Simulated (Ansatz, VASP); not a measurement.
**Two plane-wave programs on TiTe2**

The input INCAR:

```
PREC     = Accurate       # precision mode
ENCUT    = 520            # plane-wave cutoff, eV
EDIFF    = 1E-6           # SCF threshold, eV
ISMEAR   = -1             # smearing method
SIGMA    = 0.02           # smearing width, eV
LREAL    = False          # projectors in reciprocal space
LASPH    = True           # aspherical terms in the spheres
NELM     = 100            # most SCF steps
ALGO     = Normal         # electronic algorithm
ISIF     = 2              # what is computed and relaxed
LWAVE    = False          # write WAVECAR
LCHARG   = False          # write CHGCAR
GGA      = PE             # functional
NBANDS   = 19             # bands
```

The input KPOINTS:

```
regular mesh
0
Gamma
  6 6 6
```

File POSCAR:

```
TiTe2
1.0
    1.8800618773      1.0854542310      6.8151508306
   -1.8800618773      1.0854542310      6.8151508306
    0.0000000000     -2.1709084620      6.8151508306
Ti Te
1 2
Direct
   -0.0003050363     -0.0003050363     -0.0003050363
    0.4191340031      0.4191340031      0.4191340031
    0.2478376999      0.2478376999      0.2478376999
```

Input for Ansatz:

```yaml
crystal:
  lattice:
    - [1.8800618773, 1.085454231, 6.8151508306]
    - [-1.8800618773, 1.085454231, 6.8151508306]
    - [0.0, -2.170908462, 6.8151508306]
  atoms:
    - { symbol: Ti, position: [-0.0003050363, -0.0003050363, -0.0003050363] }
    - { symbol: Te, position: [0.4191340031, 0.4191340031, 0.4191340031] }
    - { symbol: Te, position: [0.2478376999, 0.2478376999, 0.2478376999] }
kpoints:
  mp_grid: { grid: [6, 6, 6] }
hamiltonian:
  xc: pbe
scf:
  occupations: { method: fermi_dirac, width: 0.02 }
  n_extra_bands: 4
output:
  forces: true
  stress: true
  eigenvalues: true
```

The cell was built by a generator and needn't be a form met in nature.

Alike in both runs: task single point; functional PBE; k mesh 6 × 6 × 6; occupations fermi-dirac, width 0.02 eV; no spin polarisation.

```csv
,VASP,Ansatz
version,VASP 6.6.1,Ansatz 0.2.0
potentials or method,"VASP PAW PBE potentials, release 64 (Ti_sv, Te)","plane waves, PAW"
plane-wave cutoff (eV),520,420
valence electrons in the cell,24,44
```

VASP gave:

```
pressure (GPa)                                  : 1.0
largest component of the traceless stress (GPa) : 0.31
rms of the force components (eV/Å)              : 0.068
```

What did Ansatz give for the same quantities?

Pressure (GPa): 1.1; largest component of the traceless stress (GPa): 0.30; rms of the force components (eV/Å): 0.062.

Atom by atom the forces differ by 0.006 eV/Å (rms over components). The functional is the same, so the differences come from potentials, cutoffs and numerics. The two sets of potentials don't hold the same shells in valence.

The runs have no spin-orbit coupling, so splittings on Te are missing.
